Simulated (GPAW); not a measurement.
Li2S:

```
CELL_PARAMETERS angstrom
0.00000 2.84450 2.84450
2.84450 0.00000 2.84450
2.84450 2.84450 0.00000
ATOMIC_POSITIONS crystal
S 0.00000 0.00000 0.00000
Li 0.75000 0.75000 0.75000
Li 0.25000 0.25000 0.25000
```

Base run:

- Program: GPAW 26.7.0
- Functional: PBE
- Potentials or basis: GPAW PAW data sets (gpaw-data 1.2.1)
- Cutoff: 800 eV
- Basis: pw
- k mesh: 8 × 8 × 8
- Occupations: gaussian, width 0.019 eV
- Spin: no spin polarisation

Its results: band gap on the k mesh 3.38 eV, indirect (least direct gap 4.28 eV); pressure 0.9 GPa.

Problem. The run is repeated on the same cell with these changes: functional from PBE to r2SCAN; occupations from gaussian, width 0.019 eV to fermi-dirac, width 0.05 eV. What comes out?

Solution. Band gap on the k mesh 3.87 eV, indirect (least direct gap 4.94 eV); pressure 0.6 GPa.

Caveats: the PAW data sets were made with another functional, which shifts forces and pressure a little (some runs).
